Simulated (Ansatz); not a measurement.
# ³³S NMR of the central transition in ZnS under strain

Cell: a structure deposited in the COD, relaxed with PBE at fixed cell and then changed (z stretched by 2 %, ions relaxed).

```yaml
crystal:
  lattice:
    - [3.82270, 0.00000, 0.00000]
    - [-1.91135, 3.31056, 0.00000]
    - [0.00000, 0.00000, 6.38591]
  atoms:
    - { symbol: Zn, position: [0.33333, 0.66667, 0.00166] }
    - { symbol: Zn, position: [0.66667, 0.33333, 0.50166] }
    - { symbol: S, position: [0.33333, 0.66667, 0.37314] }
    - { symbol: S, position: [0.66667, 0.33333, 0.87314] }
```

Sites (sets of like atoms) are named by element and the number of their first atom in this list.

Computed with Ansatz: DFT, PBE, plane waves and PAW, scalar-relativistic, 420 eV cutoff, Γ-centred 13×13×7 k-points, Fermi–Dirac smearing 0.02 eV.

³³S has I = 3/2 and Q = -69.40 mb (Pyykkö 2018); at 21.1 T its Larmor frequency is ν₀ = 69.0 MHz. Only the quadrupole interaction is simulated: positions count from each site's isotropic chemical shift, and J coupling is left out, as are shift anisotropy and dipolar coupling, which fast spinning averages.

**Question.** Simulate the second-order pattern (fast magic-angle spinning, Gaussian broadening 0.04 kHz) of site S (4 Zn at 2.35–2.37 Å).

**Answer.** The calculation gives C_Q = -1.45 MHz and η = 0.00, so ν_Q = 0.725 MHz and the centre of gravity lies at -11.0 ppm (-0.761 kHz).

```tsv
offset (kHz)	height
-1.983	0
-1.937	0
-1.890	3
-1.843	4
-1.797	4
-1.750	4
-1.704	5
-1.657	5
-1.610	5
-1.564	5
-1.517	5
-1.471	5
-1.424	5
-1.378	5
-1.331	6
-1.284	6
-1.238	8
-1.191	68
-1.145	69
-1.098	47
-1.051	40
-1.005	36
-0.958	34
-0.912	32
-0.865	32
-0.819	31
-0.772	31
-0.725	31
-0.679	32
-0.632	33
-0.586	34
-0.539	36
-0.493	38
-0.446	42
-0.399	49
-0.353	60
-0.306	100
-0.260	66
-0.213	1
-0.166	0
```

An axis of threefold or higher order runs through S, so V_zz lies along it and η is zero.
